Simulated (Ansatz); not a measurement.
Input and command of a plane-wave DFT calculation in Ansatz:

```yaml
crystal:
  lattice:
    - [3.9302502264, -0.0091202346, 0.0264579333]
    - [-0.0091202346, 4.0618654512, 0.0183519934]
    - [0.0278949236, 0.0193487317, 4.1378710573]
  atoms:
    - { symbol: Ba, position: [-0.0042067094, 0.004956196, 0.9860356463] }
    - { symbol: Ti, position: [0.4854072735, 0.4887955697, 0.4626150362] }
    - { symbol: O, position: [0.5077605727, 0.5029083506, 0.0458033651] }
    - { symbol: O, position: [0.5023212501, -0.0022893557, 0.5172620227] }
    - { symbol: O, position: [0.0087176131, 0.5056292394, 0.5162839296] }
basis:
  ecutwfc: 420
kpoints:
  mp_grid: { grid: [8, 8, 6] }
hamiltonian:
  xc: pbe
scf:
  occupations: { method: gaussian, width: 0.05 }
output:
  forces: true
  stress: true
  eigenvalues: true
```

```bash
ansatz run input.yaml --threads 2 --pin off --max-ram 5120MiB --backend cpu --events-out ev --progress --plain --runs-dir out
```

Processor: Arm Neoverse V2, 2 threads, on a host shared with other jobs.

Q: Estimate time, memory and problem size.

A: About 14 s on 2 threads of Arm Neoverse V2, on a shared host, peak memory 0.51 GiB. It solves 25 bands at 196 k points (the mesh reduced by symmetry) with about 1305 plane waves, in 6 SCF iterations.
